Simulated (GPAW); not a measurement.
# Ir (Fm-3m) in GPAW: reference runs

Reference runs on Ir: the cell as given and a disturbed copy.

Program: GPAW 26.7.0. These are calculated values, not measurements. Logs are shortened: lines on timing, memory, paths and dates and some standing lists are left out, and cuts for length are marked. The log counts tension as positive stress, the text compression.

### 1 Starting point

Symmetry: Fm-3m, No. 225, cubic system. The conventional cell has a = 3.831 Å, b = 3.831 Å, c = 3.831 Å, α = 90.00°, β = 90.00°, γ = 90.00°. Ir (site symmetry m-3m) is surrounded by 12 Ir at 2.71 Å.

### 2 Single point, PBEsol

run.py

```python
from ase import Atoms
from ase.dft.bandgap import bandgap
from ase.io import write
from ase.units import Bohr, GPa
from gpaw import GPAW, PW, setup_paths
from gpaw.elf import elf_from_dft_calculation

setup_paths.insert(0, '.')

atoms = Atoms(['Ir'],
              cell=[[0.0, 1.9156, 1.9156],
                    [1.9156, 0.0, 1.9156],
                    [1.9156, 1.9156, 0.0]],
              scaled_positions=[[0.0, 0.0, 0.0]],
              pbc=True)

calc = GPAW(mode=PW(600),
            xc='PBEsol',
            kpts={'size': (12, 12, 12), 'gamma': True},
            occupations={'name': 'fermi-dirac', 'width': 0.05},
            nbands=16,
            convergence={'density': 1e-05, 'energy': 1e-05},
            maxiter=150,
            txt='gpaw.txt')
atoms.calc = calc
energy = atoms.get_potential_energy()
forces = atoms.get_forces()
stress = atoms.get_stress()
calc.write('gs.gpw')
write('result.traj', atoms)
print(f'Energy: {energy:.6f} eV')
print('Forces (eV/A):')
print(forces.round(4))
print('Stress (GPa):', (stress / GPa).round(3))
print('Fermi level:', round(calc.get_fermi_level(), 4), 'eV')
print(f'Gap: {bandgap(calc)[0]:.4f} eV, direct: {bandgap(calc, direct=True)[0]:.4f} eV')

# fields on the real-space grid
write('density.cube', atoms, data=calc.get_pseudo_density() * Bohr**3)
write('potential.cube', atoms, data=calc.get_electrostatic_potential())
write('elf.cube', atoms, data=elf_from_dft_calculation(calc).data)
```

Potentials or basis: PAW data sets generated in the run's folder for this functional, pw.

Run with:

```
> gpaw-setup -f PBEsol Ir
> OMP_NUM_THREADS=1 python run.py
```

gpaw.txt:

```text
__  _  _
 | _ |_)|_||  |
 |__||  | ||/\| - 26.7.0

Input parameters:
  mode=PW(ecut=600.0),
  convergence={'density': 1e-05, 'energy': 1e-05},
  kpts=MonkhorstPack(size=(12, 12, 12), gamma=True),
  maxiter=150,
  nbands=16,
  occupations=Occupations(name='fermi-dirac', width=0.05),
  xc=XC(name='PBEsol')

Diagonalizing LCAO Hamiltonian
Converting LCAO to pw mode

       Ir

Atoms  # Å, Bohr magnetons
|   | symbol |        x |        y |        z |    initial magnetic moments |
|---|--------|----------|----------|----------|-----------------------------|
| 0 |     Ir | 0.000000 | 0.000000 | 0.000000 | ( 0.0000,  0.0000,  0.0000) |

Unit cell  # Å
| periodic |        x |        y |        z |  lengths |    angles |
|----------|----------|----------|----------|----------|-----------|
|      yes | 0.000000 | 1.915600 | 1.915600 | 2.709068 | 60.000000 |
|      yes | 1.915600 | 0.000000 | 1.915600 | 2.709068 | 60.000000 |
|      yes | 1.915600 | 1.915600 | 0.000000 | 2.709068 | 60.000000 |

Number of symmetries: 48
Symmetry operations  # r_c * U_cc + t_c -> r_c
|    | kind |            matrix            |
|----|------|------------------------------|
|  0 |  σ   |  1, 0, 0,  1, 0,-1,  1,-1, 0 |
|  1 |  C2  |  1, 0, 0,  1,-1, 0,  1, 0,-1 |
|  2 |  E   |  1, 0, 0,  0, 1, 0,  0, 0, 1 |
|  3 |  σ   |  1, 0, 0,  0, 0, 1,  0, 1, 0 |
|  4 |  C4  |  1, 0,-1,  1, 0, 0,  1,-1, 0 |
|  5 |  S6  |  1, 0,-1,  1,-1, 0,  1, 0, 0 |
|  6 |  σ   |  1, 0,-1,  0, 1,-1,  0, 0,-1 |
|  7 |  C3  |  1, 0,-1,  0, 0,-1,  0, 1,-1 |
|  8 |  S6  |  1,-1, 0,  1, 0, 0,  1, 0,-1 |
|  9 |  C4  |  1,-1, 0,  1, 0,-1,  1, 0, 0 |
| 10 |  C3  |  1,-1, 0,  0,-1, 1,  0,-1, 0 |
| 11 |  σ   |  1,-1, 0,  0,-1, 0,  0,-1, 1 |
| 12 |  σ   |  0, 1, 0,  1, 0, 0,  0, 0, 1 |
| 13 |  C4  |  0, 1, 0,  0, 1,-1, -1, 1, 0 |
| 14 |  C3  |  0, 1, 0,  0, 0, 1,  1, 0, 0 |
| 15 |  S6  |  0, 1, 0, -1, 1, 0,  0, 1,-1 |
| 16 |  C2  |  0, 1,-1,  1, 0,-1,  0, 0,-1 |
| 17 |  σ   |  0, 1,-1,  0, 1, 0, -1, 1, 0 |
| 18 |  S4  |  0, 1,-1,  0, 0,-1,  1, 0,-1 |
| 19 |  C4  |  0, 1,-1, -1, 1, 0,  0, 1, 0 |
| 20 |  C3  |  0, 0, 1,  1, 0, 0,  0, 1, 0 |
| 21 |  σ   |  0, 0, 1,  0, 1, 0,  1, 0, 0 |
| 22 |  S6  |  0, 0, 1,  0,-1, 1, -1, 0, 1 |
| 23 |  C4  |  0, 0, 1, -1, 0, 1,  0,-1, 1 |
| 24 |  S4  |  0, 0,-1,  1, 0,-1,  0, 1,-1 |
| 25 |  C3  |  0, 0,-1,  0, 1,-1,  1, 0,-1 |
| 26 |  C2  |  0, 0,-1,  0,-1, 0, -1, 0, 0 |
| 27 |  S6  |  0, 0,-1, -1, 0, 0,  0,-1, 0 |
| 28 |  S4  |  0,-1, 1,  1,-1, 0,  0,-1, 0 |
| 29 |  C4  |  0,-1, 1,  0, 0, 1, -1, 0, 1 |
| 30 |  C2  |  0,-1, 1,  0,-1, 0,  1,-1, 0 |
| 31 |  σ   |  0,-1, 1, -1, 0, 1,  0, 0, 1 |
| 32 |  C3  |  0,-1, 0,  1,-1, 0,  0,-1, 1 |
| 33 |  S6  |  0,-1, 0,  0, 0,-1, -1, 0, 0 |
| 34 |  S4  |  0,-1, 0,  0,-1, 1,  1,-1, 0 |
| 35 |  C2  |  0,-1, 0, -1, 0, 0,  0, 0,-1 |
| 36 |  C2  | -1, 1, 0,  0, 1, 0,  0, 1,-1 |
| 37 |  S6  | -1, 1, 0,  0, 1,-1,  0, 1, 0 |
| 38 |  S4  | -1, 1, 0, -1, 0, 1, -1, 0, 0 |
| 39 |  C3  | -1, 1, 0, -1, 0, 0, -1, 0, 1 |
| 40 |  S6  | -1, 0, 1,  0, 0, 1,  0,-1, 1 |
| 41 |  C2  | -1, 0, 1,  0,-1, 1,  0, 0, 1 |
| 42 |  C3  | -1, 0, 1, -1, 1, 0, -1, 0, 0 |
| 43 |  S4  | -1, 0, 1, -1, 0, 0, -1, 1, 0 |
| 44 |  C2  | -1, 0, 0,  0, 0,-1,  0,-1, 0 |
| 45 |  i   | -1, 0, 0,  0,-1, 0,  0, 0,-1 |
| 46 |  σ   | -1, 0, 0, -1, 1, 0, -1, 0, 1 |
| 47 |  C2  | -1, 0, 0, -1, 0, 1, -1, 1, 0 |

BZ-sampling:
  Number of BZ points: 1728
  Number of IBZ points: 72

  Monkhorst-Pack size: [12, 12, 12]
  Monkhorst-Pack shift: [0.041666666666666664, 0.041666666666666664, 0.041666666666666664]

K-points  # in reciprocal-cell coordinates
|     |                                coordinates |     weight |
|-----|--------------------------------------------|------------|
|   0 | ( -0.00000000,  -0.00000000,  -0.00000000) | 0.00057870 |
|   1 | (  0.08333333,   0.08333333,  -0.00000000) | 0.00347222 |
|   2 | (  0.08333333,   0.08333333,   0.08333333) | 0.00462963 |
|   3 | (  0.16666667,   0.08333333,   0.08333333) | 0.00694444 |
|   4 | (  0.16666667,   0.16666667,  -0.00000000) | 0.00347222 |
|   5 | (  0.16666667,   0.16666667,   0.08333333) | 0.01388889 |
|   6 | (  0.16666667,   0.16666667,   0.16666667) | 0.00462963 |
|   7 | (  0.25000000,   0.16666667,   0.08333333) | 0.01388889 |
|   8 | (  0.25000000,   0.16666667,   0.16666667) | 0.01388889 |
|   9 | (  0.25000000,   0.25000000,  -0.00000000) | 0.00347222 |
| ... |                                            |            |
|  71 | (  0.50000000,   0.50000000,   0.50000000) | 0.00231481 |

Plane wave coefficients: 495
Cutoff: 600.0 eV

Spin-components: 1 (collinear spins)
Bands:           16
Projectors:      6
Spin-degeneracy: 2
Datatype:        complex128

Parallelization:
  kpt:    1
  domain: 1
  band:   1

Density:
  Valence electrons: 15.0
  Components: 1
  Grid points: [16 16 16]
  Charge: 0.0  # |e|

Potential:
  Grid points: [16 16 16]

species:
  Ir:
    name:    Iridium
    Z:       77.0
    valence: 15
    core:    62
    charge:  0.0  # [|e|]
    compensation charges:
      type: gauss
      rc: 0.40  # [Å]
      lmax: 2
    cutoffs:
      filter: 2.40  # [Å]
      core: 2.36  # [Å]
    projectors
    | kind |    occ | energy [eV] | rcut [Å] |
    |------|--------|-------------|----------|
    |   6s |  2.000 |      -6.350 |    1.296 |
    |   5p |  6.000 |     -54.763 |    1.328 |
    |   6p |  0.000 |      -1.184 |    1.328 |
    |   5d |  7.000 |      -7.197 |    1.286 |
    |    s |        |      20.861 |    1.296 |
    |    d |        |      20.014 |    1.286 |

    Using partial waves for Ir as LCAO basis

Reference energy: -484347.881821  # eV

eigensolver:
  PPCG
  Converge bands: occupied
  niter=2

density mixing:
  MSR1-Mixer
  Pratt-step length: 0.05
  Maximum mixing coefficient: 0.75
  Old densities: 10
  SVD Regularization: 0.005
  Good broyden scale: 1.0
  Trust region scale: 1.0
  Backstep threshold: 4.0
  History deletion threshold: 6.0
  Fourier metric: weight=20.0, sigma=0.015

occupation numbers:
  Fermi-Dirac:
    width: 0.0500  # eV

poisson solver:
  ecut: 4800.0  # eV

xc functional:
  name: PBEsol with 2 nearest neighbor stencil

convergence criteria:
- Maximum integral of absolute [dens]ity change: 1e-05 electrons / valence electron
- Maximum [total energy] change in last 3 cyles: 1e-05 eV / valence electron
- Maximum integral of absolute [eigenst]ate change: 4e-08 eV^2 / valence electron
maximum number of iterations: 150

SCF iterations
|iter     | |      energy | eigst |  dens |
|---------|-|-------------|-------|-------|
|iter:   1| |  -10.445916 | +0.11 |       |
|iter:   2| |  -10.426325 | -2.87 | -1.43 |
|iter:   3| |  -10.356315 | -2.56 | -1.47 |
|iter:   4| |  -10.363839 | -3.46 | -2.13 |
|iter:   5| |  -10.367586 | -3.26 | -2.41 |
|iter:   6| |  -10.367597 | -5.93 | -3.67 |
|iter:   7| |  -10.367598c| -6.40 | -3.93 |
|iter:   8| |  -10.367598c| -7.92c| -5.49c|

Converged in 8 steps
Energy contributions relative to reference atoms: (reference = -484347.881821)

Energy contributions:
  Kinetic:           2.981126
  Coulomb:          -2.629022
  Zero:             -0.241937
  External:          0.000000
  Xc:              -10.475415
  Entropy:          -0.004700
  Spinorbit:         0.000000
  ----------------------------
  Free energy:     -10.369948
  Extrapolated:    -10.367598

dipole moment: (-13.939100, -13.939100, -13.939100)  # |e|*Ang

Fermi level: 14.939
Eigenvalues  # (at kpt = [-0.000, -0.000, -0.000])
| band index |      eig [eV] | occ [0-2] |
|------------|---------------|-----------|
|          0 |       -34.544 |     2.000 |
|          1 |       -34.544 |     2.000 |
|          2 |       -34.544 |     2.000 |
|          3 |         3.724 |     2.000 |
|          4 |        10.979 |     2.000 |
|          5 |        10.979 |     2.000 |
[... 8 lines left out ...]
|         14 |        48.826 |     0.000 |
|         15 |        48.826 |     0.000 |

No gap
No difference between direct/indirect transitions

Forces  # eV/Ang
|       x |       y |       z |
|---------|---------|---------|
| 0.00000 | 0.00000 | 0.00000 |  # Ir   0

Stress tensor  # eV/Ang^3
|        x |        y |        z |
|----------|----------|----------|
| 0.012340 | 0.000000 | 0.000000 |
| 0.000000 | 0.012340 | 0.000000 |
| 0.000000 | 0.000000 | 0.012340 |

# Writing to gs.gpw (mode='')
```

It took 14 s on 1 thread of Arm Neoverse V1, shared host; peak memory 0.13 GiB.

Results:

```
Free energy            : -10.3699 eV
Pressure               : -2.0 GPa
Band gap on the k mesh : none (metal or under the smearing width)
```

Levels at points of the mesh, in eV from the Fermi level:
| k point | band 3 | band 4 | band 5 | band 6 | band 7 | band 8 | band 9 | band 10 | band 11 | band 12 |
| --- | --- | --- | --- | --- | --- | --- | --- | --- | --- | --- |
| (0.00, 0.00, 0.00) | -49.48 | -11.22 | -3.96 | -3.96 | -3.96 | -1.23 | -1.23 | 13.89 | 19.55 | 19.55 |
| (0.50, 0.50, 0.00) | -49.78 | -8.01 | -7.43 | 0.86 | 1.47 | 1.47 | 1.61 | 10.59 | 11.53 | 11.53 |
| (0.50, 0.50, 0.50) | -49.60 | -8.18 | -4.07 | -4.07 | -0.87 | 0.88 | 0.88 | 7.32 | 13.46 | 19.54 |

### 3 Single point, PBEsol (cell strained at random at fixed volume)

run.py

```python
from ase import Atoms
from ase.dft.bandgap import bandgap
from ase.io import write
from ase.units import GPa
from gpaw import GPAW, PW, setup_paths

setup_paths.insert(0, '.')

atoms = Atoms(['Ir'],
              cell=[[-0.009028, 1.958366, 1.938921],
                    [1.898389, 0.022898, 1.906995],
                    [1.899679, 1.927729, 0.021608]],
              scaled_positions=[[-0.002339, -0.003161, -0.014252]],
              pbc=True)

calc = GPAW(mode=PW(600),
            xc='PBEsol',
            kpts={'size': (12, 12, 12), 'gamma': True},
            occupations={'name': 'fermi-dirac', 'width': 0.05},
            nbands=16,
            convergence={'density': 1e-05, 'energy': 1e-05},
            maxiter=150,
            txt='gpaw.txt')
atoms.calc = calc
energy = atoms.get_potential_energy()
forces = atoms.get_forces()
stress = atoms.get_stress()
calc.write('gs.gpw')
write('result.traj', atoms)
print(f'Energy: {energy:.6f} eV')
print('Forces (eV/A):')
print(forces.round(4))
print('Stress (GPa):', (stress / GPa).round(3))
print('Fermi level:', round(calc.get_fermi_level(), 4), 'eV')
print(f'Gap: {bandgap(calc)[0]:.4f} eV, direct: {bandgap(calc, direct=True)[0]:.4f} eV')
```

Potentials or basis: PAW data sets generated in the run's folder for this functional, pw.

Run with:

```
> gpaw-setup -f PBEsol Ir
> OMP_NUM_THREADS=1 python run.py
```

gpaw.txt:

```text
__  _  _
 | _ |_)|_||  |
 |__||  | ||/\| - 26.7.0

Input parameters:
  mode=PW(ecut=600.0),
  convergence={'density': 1e-05, 'energy': 1e-05},
  kpts=MonkhorstPack(size=(12, 12, 12), gamma=True),
  maxiter=150,
  nbands=16,
  occupations=Occupations(name='fermi-dirac', width=0.05),
  xc=XC(name='PBEsol')

Diagonalizing LCAO Hamiltonian
Converting LCAO to pw mode

       Ir

Atoms  # Å, Bohr magnetons
|   | symbol |         x |         y |         z |    initial magnetic moments |
|---|--------|-----------|-----------|-----------|-----------------------------|
| 0 |     Ir | -0.033054 | -0.032127 | -0.010871 | ( 0.0000,  0.0000,  0.0000) |

Unit cell  # Å
| periodic |         x |        y |        z |  lengths |    angles |
|----------|-----------|----------|----------|----------|-----------|
|      yes | -0.009028 | 1.958366 | 1.938921 | 2.755847 | 59.543539 |
|      yes |  1.898389 | 0.022898 | 1.906995 | 2.690917 | 59.372382 |
|      yes |  1.899679 | 1.927729 | 0.021608 | 2.706545 | 59.845194 |

Number of symmetries: 1
Symmetry operations  # r_c * U_cc + t_c -> r_c
|   | kind |            matrix            |
|---|------|------------------------------|
| 0 |  E   |  1, 0, 0,  0, 1, 0,  0, 0, 1 |

BZ-sampling:
  Number of BZ points: 1728
  Number of IBZ points: 868

  Monkhorst-Pack size: [12, 12, 12]
  Monkhorst-Pack shift: [0.041666666666666664, 0.041666666666666664, 0.041666666666666664]

K-points  # in reciprocal-cell coordinates
|     |                                coordinates |     weight |
|-----|--------------------------------------------|------------|
|   0 | ( -0.00000000,  -0.00000000,  -0.00000000) | 0.00057870 |
|   1 | ( -0.00000000,  -0.00000000,   0.08333333) | 0.00115741 |
|   2 | ( -0.00000000,  -0.00000000,   0.16666667) | 0.00115741 |
|   3 | ( -0.00000000,  -0.00000000,   0.25000000) | 0.00115741 |
|   4 | ( -0.00000000,  -0.00000000,   0.33333333) | 0.00115741 |
|   5 | ( -0.00000000,  -0.00000000,   0.41666667) | 0.00115741 |
|   6 | ( -0.00000000,  -0.00000000,   0.50000000) | 0.00057870 |
|   7 | ( -0.00000000,   0.08333333,  -0.41666667) | 0.00115741 |
|   8 | ( -0.00000000,   0.08333333,  -0.33333333) | 0.00115741 |
|   9 | ( -0.00000000,   0.08333333,  -0.25000000) | 0.00115741 |
| ... |                                            |            |
| 867 | (  0.50000000,   0.50000000,   0.50000000) | 0.00057870 |

Plane wave coefficients: 488
Cutoff: 600.0 eV

Spin-components: 1 (collinear spins)
Bands:           16
Projectors:      6
Spin-degeneracy: 2
Datatype:        complex128

Parallelization:
  kpt:    1
  domain: 1
  band:   1

Density:
  Valence electrons: 15.0
  Components: 1
  Grid points: [16 16 16]
  Charge: 0.0  # |e|

Potential:
  Grid points: [16 16 16]

species:
  Ir:
    name:    Iridium
    Z:       77.0
    valence: 15
    core:    62
    charge:  0.0  # [|e|]
    compensation charges:
      type: gauss
      rc: 0.40  # [Å]
      lmax: 2
    cutoffs:
      filter: 2.40  # [Å]
      core: 2.36  # [Å]
    projectors
    | kind |    occ | energy [eV] | rcut [Å] |
    |------|--------|-------------|----------|
    |   6s |  2.000 |      -6.350 |    1.296 |
    |   5p |  6.000 |     -54.763 |    1.328 |
    |   6p |  0.000 |      -1.184 |    1.328 |
    |   5d |  7.000 |      -7.197 |    1.286 |
    |    s |        |      20.861 |    1.296 |
    |    d |        |      20.014 |    1.286 |

    Using partial waves for Ir as LCAO basis

Reference energy: -484347.881821  # eV

eigensolver:
  PPCG
  Converge bands: occupied
  niter=2

density mixing:
  MSR1-Mixer
  Pratt-step length: 0.05
  Maximum mixing coefficient: 0.75
  Old densities: 10
  SVD Regularization: 0.005
  Good broyden scale: 1.0
  Trust region scale: 1.0
  Backstep threshold: 4.0
  History deletion threshold: 6.0
  Fourier metric: weight=20.0, sigma=0.015

occupation numbers:
  Fermi-Dirac:
    width: 0.0500  # eV

poisson solver:
  ecut: 4800.0  # eV

xc functional:
  name: PBEsol with 2 nearest neighbor stencil

convergence criteria:
- Maximum integral of absolute [dens]ity change: 1e-05 electrons / valence electron
- Maximum [total energy] change in last 3 cyles: 1e-05 eV / valence electron
- Maximum integral of absolute [eigenst]ate change: 4e-08 eV^2 / valence electron
maximum number of iterations: 150

SCF iterations
|iter     | |      energy | eigst |  dens |
|---------|-|-------------|-------|-------|
|iter:   1| |  -10.432405 | +0.12 |       |
|iter:   2| |  -10.412999 | -2.87 | -1.43 |
|iter:   3| |  -10.343794 | -2.56 | -1.47 |
|iter:   4| |  -10.351273 | -3.45 | -2.13 |
|iter:   5| |  -10.354983 | -3.27 | -2.41 |
|iter:   6| |  -10.354993 | -5.91 | -3.64 |
|iter:   7| |  -10.354995c| -6.35 | -3.93 |
|iter:   8| |  -10.354995c| -7.62c| -5.40c|

Converged in 8 steps
Energy contributions relative to reference atoms: (reference = -484347.881821)

Energy contributions:
  Kinetic:           3.138577
  Coulomb:          -2.761424
  Zero:             -0.242609
  External:          0.000000
  Xc:              -10.487160
  Entropy:          -0.004757
  Spinorbit:         0.000000
  ----------------------------
  Free energy:     -10.357373
  Extrapolated:    -10.354995

dipole moment: (13.516757, 13.959891, 13.981998)  # |e|*Ang

Fermi level: 14.932
Eigenvalues  # (at kpt = [-0.000, -0.000, -0.000])
| band index |      eig [eV] | occ [0-2] |
|------------|---------------|-----------|
|          0 |       -34.565 |     2.000 |
|          1 |       -34.537 |     2.000 |
|          2 |       -34.530 |     2.000 |
|          3 |         3.724 |     2.000 |
|          4 |        10.708 |     2.000 |
|          5 |        11.040 |     2.000 |
[... 8 lines left out ...]
|         14 |        48.468 |     0.000 |
|         15 |        48.633 |     0.000 |

No gap
No difference between direct/indirect transitions

Forces  # eV/Ang
|        x |        y |       z |
|----------|----------|---------|
| -0.00001 | -0.00001 | 0.00001 |  # Ir   0

Stress tensor  # eV/Ang^3
|         x |         y |         z |
|-----------|-----------|-----------|
| -0.003497 | -0.007591 | -0.010646 |
| -0.007591 |  0.029273 |  0.051168 |
| -0.010646 |  0.051168 |  0.004188 |

# Writing to gs.gpw (mode='')
```

It took 1.7 min on 1 thread of Arm Neoverse V1, shared host; peak memory 0.3 GiB.

What came out:

```
Free energy            : -10.3574 eV
Pressure               : -1.6 GPa
Band gap on the k mesh : none (metal or under the smearing width)
```

The run has no spin-orbit coupling, so splittings on Ir are missing.
